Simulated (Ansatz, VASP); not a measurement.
NiO: 3 runs at one level of theory

The starting cell:

```
CELL_PARAMETERS angstrom
0.00000 2.08590 2.08590
2.08590 0.00000 2.08590
2.08590 2.08590 0.00000
ATOMIC_POSITIONS crystal
Ni 0.00000 0.00000 0.00000
O 0.50000 0.50000 0.50000
```

Alike in all runs: task relaxation of cell and atoms; functional PBEsol; k mesh 11 × 11 × 11; occupations fermi-dirac, width 0.05 eV; collinear spin, ferromagnetic start; no spin-orbit coupling. The measured crystal is an antiferromagnetic insulator; the state found here is the runs' own.

```tsv
program and potentials	plane-wave cutoff (eV)	notes	equilibrium volume (Å³/atom)
Ansatz, Ansatz PAW	420	potentials made for PBE, which Ansatz adapts in part; 12 valence electrons an atom on average	8.73
Ansatz, all-electron LAPW, scalar-relativistic	-	-	8.74
VASP, PBE PAW files Ni, O, 600 eV	600	potentials made for PBE; 8 valence electrons an atom on average	8.71
```

The equilibrium volume spans 8.71 (VASP, PBE PAW files Ni, O, 600 eV) to 8.74 Å³/atom (Ansatz, all-electron LAPW, scalar-relativistic), with all-electron results at 8.74. The state is the one that the start led to, which needn't be the lowest. Relaxations stop with a little pressure left, so the last digit of a volume isn't settled.

Differences between rows come from potentials, basis sets and numerical settings, since the functional is the same but for its coding. Runs on potential files found faulty are left out.
